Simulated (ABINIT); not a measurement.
# BeTe (F-43m): G0W0 in ABINIT against the k mesh, part 2 of 2

Aim: move the k mesh of a G0W0 run on BeTe (F-43m) over a wide range.

ABINIT 10.8.3; LDA and many-body steps on it, plane waves. Known limits of the many-body steps: not at the basis limit; exchange with frozen shells missing; no spin-orbit coupling; coarse k mesh.

So far. Step 4 (Empty states on the mesh, 6×6×6 mesh, 31 bands): On this mesh the gap is 1.775 eV. Step 5 (Screening, 2×2×2 mesh, 27 bands, screening to 106.1 eV): Local fields lower ε∞ by 15 %. On a Γ-centred mesh this coarse the value itself is usually too large, while a short band sum pulls it down.

The database entry behind the starting cell differs from later determinations by our own check (an axis about 1.5 % short against later determinations), so it need not match the best structure at ambient conditions.

### Step 8. 4×4×4

The self-energy is evaluated for the states that the input lists, and the levels follow from it, in one-shot runs by the linearised quasiparticle equation.

This step: G0W0 on LDA, plane waves, norm-conserving pseudopotentials.

run.abi reads:

```
acell 3*1.0 Angstrom
rprim 
  0.000000000000 2.770000000000 2.770000000000
  2.770000000000 0.000000000000 2.770000000000
  2.770000000000 2.770000000000 -0.000000000000
ntypat 2
znucl 4 52
natom 2
typat 1 2
xred 
  0.000000000000 0.000000000000 0.000000000000
  0.250000000000 0.250000000000 0.250000000000
pp_dirpath "pseudos"
pseudos "Be.upf, Te.upf"
ecut 38
ngkpt 4 4 4
nshiftk 1
shiftk 0 0 0
kptopt 1
chksymbreak 0
istwfk *1
occopt 1
irdwfk 1
optdriver 4
nband 27
gwcalctyp 0
ecutsigx 38
symsigma 1
nkptgw 2
kptgw 
  0.0000000000 0.0000000000 0.0000000000
  0.5000000000 0.5000000000 0.0000000000
bdgw 
  8 13
  9 12
ecuteps 3.9
irdscr 1
ppmodel 1
indata_prefix "in"
outdata_prefix "out"
tmpdata_prefix "tmp"
```

The run is started by

```
OMP_NUM_THREADS=1 mpirun -n 4 abinit run.abi > log
```

Numbers of over 12 decimals in the logs are rounded to 6 here.

Output:

```text
.Version 10.8.3 of ABINIT. v10.8.2 released Aug 2026.

 Symmetries : space group F-4 3 m (#216); Bravais cF (face-center cubic)
[... echo of the input left out ...]
== DATASET  1 ==================================================================
-   mpi_nproc: 4, omp_nthreads: 1 (-1 if OMP is not activated)

--- !DatasetInfo
iteration_state: {dtset: 1, }
dimensions: {natom: 2, nkpt: 8, mband: 27, nsppol: 1, nspinor: 1, nspden: 1, mpw: 3250, }
cutoff_energies: {ecut:  38.0, pawecutdg:  -1.0, }
electrons: {nelect:   2.00000000E+01, charge:   0.00000000E+00, occopt:   1.00000000E+00, tsmear:   1.00000000E-02, }

 SIGMA: Calculation of the GW corrections

 Based on a program developped by R.W. Godby, V. Olevano, G. Onida, and L. Reining.
 Incorporated in ABINIT by V. Olevano, G.-M. Rignanese, and M. Torrent.
.Using double precision arithmetic ; gwpc =  8

[... cell and pseudopotentials left out ...]
--------------------------------------------------------------------------------

 ==== K-mesh for the wavefunctions ====
 Number of points in the irreducible wedge :     8
[... list of points left out ...]
 Together with 24 symmetry operations and time-reversal symmetry
 yields    64 points in the full Brillouin Zone.

 ==== Q-mesh for screening function ====
 Number of points in the irreducible wedge :     8
[... list of points left out ...]
 Together with 24 symmetry operations and time-reversal symmetry
 yields    64 points in the full Brillouin Zone.

 vcoul_init : cutoff-mode = AUXILIARY_FUNCTION
 q-points for optical limit:   1
     1)      0.000010    0.000020    0.000030
 setmesh: FFT mesh size selected  =    45x   45x   45
          total number of points  =        91125

 Number of electrons calculated from density =   20.0000; Expected =   20.0000
[...]
number of omega for Sigma on real axis              0
 max omega for Sigma on real axis  [eV]           0.00
 zcut for avoiding poles [eV]                     0.10

 EPSILON^-1 parameters (SCR file):
 dimension of the eps^-1 matrix on file            113
 dimension of the eps^-1 matrix used               113
 number of plane-waves for wavefunctions          3143
 number of bands                                    27
 number of q-points in IBZ                           8
 number of frequencies                               2
 number of real frequencies                          1
 number of imag frequencies                          1

 matrix elements of self-energy operator (all in [eV])

 Perturbative Calculation

--- !SelfEnergy_ee
iteration_state: {dtset: 1, }
kpoint     : [   0.000,    0.000,    0.000, ]
spin       : 1
KS_gap     :    3.600
QP_gap     :    5.211
Delta_QP_KS:    1.611
data: !SigmaeeData |
     Band     E0 <VxcDFT>   SigX SigC(E0)      Z dSigC/dE  Sig(E)    E-E0       E
        8   4.477 -12.924 -15.485   2.100   0.810  -0.234 -13.298  -0.373   4.104
        9   4.477 -12.924 -15.485   2.100   0.810  -0.234 -13.298  -0.373   4.104
       10   4.477 -12.924 -15.485   2.100   0.810  -0.234 -13.298  -0.373   4.104
[...]
--- !SelfEnergy_ee
iteration_state: {dtset: 1, }
kpoint     : [   0.500,    0.500,    0.000, ]
spin       : 1
KS_gap     :    4.592
QP_gap     :    5.970
Delta_QP_KS:    1.378
data: !SigmaeeData |
     Band     E0 <VxcDFT>   SigX SigC(E0)      Z dSigC/dE  Sig(E)    E-E0       E
[...]
11   6.252  -9.265  -4.980  -3.214   0.820  -0.220  -8.388   0.878   7.130
       12   7.107  -9.984  -5.491  -3.238   0.814  -0.228  -8.963   1.021   8.128

== END DATASET(S) ==============================================================
================================================================================

 -outvars: echo values of variables after computation  --------
           etotal      0.0000000000E+00
            nband          27
             nkpt           8
          spgroup         216
 [... the other variables as echoed above ...]

 Calculation completed.
```

Run time: 2.7 s. Hardware: 4 MPI ranks of Arm Neoverse V2, shared host; peak memory 0.17 GiB.

Numbers from this step:

```
G0W0 gap on the points computed              : 3.026 eV
starting gap on the mesh                     : 1.775 eV
k of the valence top                         : 0, 0, 0
k of the conduction bottom                   : 0.5, 0.5, 0
Z at the valence top                         : 0.81
Z at the conduction bottom                   : 0.82
least direct G0W0 gap on the computed points : 5.211 eV
```

The gap on the mesh goes from 1.77 eV to 3.03 eV, a correction of +1.25 eV.

### Step 9. Screening, 6×6×6 mesh, 27 bands, screening to 106.1 eV

This step: RPA screening on LDA, plane waves, norm-conserving pseudopotentials.

Changes to run.abi since step 8:

```diff
@@ -15,3 +15,3 @@
 ecut 38
-ngkpt 4 4 4
+ngkpt 6 6 6
 nshiftk 1
@@ -23,17 +23,8 @@
 irdwfk 1
-optdriver 4
+optdriver 3
 nband 27
-gwcalctyp 0
-ecutsigx 38
-symsigma 1
-nkptgw 2
-kptgw 
-  0.0000000000 0.0000000000 0.0000000000
-  0.5000000000 0.5000000000 0.0000000000
-bdgw 
-  8 13
-  9 12
 ecuteps 3.9
-irdscr 1
-ppmodel 1
+inclvkb 2
+awtr 1
+symchi 1
 indata_prefix "in"
```

Output:

```text
.Version 10.8.3 of ABINIT. v10.8.2 released Aug 2026.

 Symmetries : space group F-4 3 m (#216); Bravais cF (face-center cubic)
[... echo of the input left out ...]
== DATASET  1 ==================================================================
-   mpi_nproc: 4, omp_nthreads: 1 (-1 if OMP is not activated)

--- !DatasetInfo
iteration_state: {dtset: 1, }
dimensions: {natom: 2, nkpt: 16, mband: 27, nsppol: 1, nspinor: 1, nspden: 1, mpw: 3250, }
cutoff_energies: {ecut:  38.0, pawecutdg:  -1.0, }
[...]
--------------------------------------------------------------------------------
[... chi0 elements left out ...]
 For q-point:  0.000010 0.000020 0.000030
  dielectric constant =   7.5088
  dielectric constant without local fields =   8.6050

  Average fulfillment of the sum rule on Im[epsilon] for q-point    1 :     28.66  [%]
[... wings left out ...]
  q-point number  2        q = ( 0.166667, 0.000000, 0.000000) [r.l.u.]
--------------------------------------------------------------------------------
[... chi0 elements left out ...]
  Average fulfillment of the sum rule on Im[epsilon] for q-point    2 :     52.56  [%]

 [... 14 further q-points ...]
```

Wall time 19 s (4 MPI ranks); peak memory 0.69 GiB; 74 s of CPU time.

Numbers from this step:

| Item | Value |
| --- | --- |
| ε∞ with local fields, on this mesh, along the program's q direction | 7.509 |
| the same without local fields | 8.605 |
| plasma frequency | 25.47 eV |
| plane waves in the screening matrix | 113 |

### Step 10. 6×6×6

This step: G0W0 on LDA, plane waves, norm-conserving pseudopotentials.

Changes to run.abi since step 9:

```diff
@@ -23,8 +23,17 @@
 irdwfk 1
-optdriver 3
+optdriver 4
 nband 27
+gwcalctyp 0
+ecutsigx 38
+symsigma 1
+nkptgw 2
+kptgw 
+  0.0000000000 0.0000000000 0.0000000000
+  0.5000000000 0.5000000000 0.0000000000
+bdgw 
+  8 13
+  9 12
 ecuteps 3.9
-inclvkb 2
-awtr 1
-symchi 1
+irdscr 1
+ppmodel 1
 indata_prefix "in"
```

Output:

```text
.Version 10.8.3 of ABINIT. v10.8.2 released Aug 2026.

 Symmetries : space group F-4 3 m (#216); Bravais cF (face-center cubic)
[... echo of the input left out ...]
== DATASET  1 ==================================================================
-   mpi_nproc: 4, omp_nthreads: 1 (-1 if OMP is not activated)

--- !DatasetInfo
iteration_state: {dtset: 1, }
dimensions: {natom: 2, nkpt: 16, mband: 27, nsppol: 1, nspinor: 1, nspden: 1, mpw: 3250, }
cutoff_energies: {ecut:  38.0, pawecutdg:  -1.0, }
[...]
Band     E0 <VxcDFT>   SigX SigC(E0)      Z dSigC/dE  Sig(E)    E-E0       E
[...]
11   6.252  -9.279  -5.108  -3.118   0.819  -0.220  -8.417   0.863   7.114
       12   7.107  -9.995  -5.605  -3.153   0.814  -0.229  -8.989   1.006   8.113

== END DATASET(S) ==============================================================
================================================================================

 -outvars: echo values of variables after computation  --------
           etotal      0.0000000000E+00
            nband          27
             nkpt          16
          spgroup         216
 [... the other variables as echoed above ...]

 Calculation completed.
```

It took 3.7 s on 4 MPI ranks; peak memory 0.59 GiB; 14 s of CPU time.

Numbers from this step:

```yaml
g0w0_gap_on_the_points_computed: 3.043 eV
starting_gap_on_the_mesh: 1.775 eV
k_of_the_valence_top: 0, 0, 0
k_of_the_conduction_bottom: 0.5, 0.5, 0
least_direct_g0w0_gap_on_the_computed_points: 5.222 eV
```

Against the run before, the gap moves by +0.017 eV.

### Step 11. Side by side

Times are wall times on 4 MPI ranks of Arm Neoverse V2, shared host, good to a factor of about two. A run's time includes the screening step that it read.

```csv
run,mesh,bands,screening cutoff (eV),DFT gap (eV),gap on the mesh (eV),direct (eV),ε∞ used,time
2×2×2,2×2×2,27,106.1,1.775,2.935,5.184,17.92,4 s
4×4×4,4×4×4,27,106.1,1.775,3.026,5.211,9.27,6.9 s
6×6×6,6×6×6,27,106.1,1.775,3.043,5.222,7.51,22 s
```

### Step 12. What came out

| Property | Result |
| --- | --- |
| 2×2×2 | 2.935 eV |
| 4×4×4 | 3.026 eV |
| 6×6×6 | 3.043 eV |
| known limits | not at the basis limit; exchange with frozen shells missing; no spin-orbit coupling; coarse k mesh |

What this shows: The setting moved: k mesh. From 2×2×2 to 6×6×6 the gap moves by +0.11 eV, for 5.5 times the time. The last step still moves it by +0.017 eV. Bands and screening cutoff are coupled, so a series along one setting does not show full convergence. Bands and cutoff are finite, so the gap is not at the basis limit. The miss can reach some tenths of an eV and take either sign; the mesh is an error of its own. In the G0W0 runs levels were corrected at 2 k points alone, so a gap called «on the mesh» is the least over those, and an edge elsewhere would be missed. The 2×2×2 mesh is coarse for this cell, which bears on the long-range parts of exchange and screening. The norm-conserving file of at least one element keeps a d shell over frozen s and p shells of the same row. Exchange with those shells is missing from the self-energy, an error of 0.3 to 0.9 eV in cases checked, whose sign depends on which edge lies on those atoms. The many-body steps are scalar-relativistic: spin-orbit coupling is not in them.

[Paths, hosts, dates, memory and timing lines, banners, echoed tables and standing remarks are left out of the program output.]

[Logs are printed without paths, hosts, clocks, repeated set-up lines and the standing remarks that a program may print on its own settings, such as how far it seeks lower states.]

[Runs of the session that timed out or met a known fault of the program may be left out.]

[Hosts, paths, dates, database ids (printed as entryN), source tags and the programs' standing remarks are cut or masked in the printed files.]

[G0W0 gaps are taken among the corrected bands and points alone; a level outside them can change the order at an edge.]

[Where Ansatz stands beside ABINIT at settings called matched, ABINIT's density can come from a denser mesh and the files from another edition; pairs whose starting gaps differed by over 0.03 eV were left out, so agreement reads better than it is.]
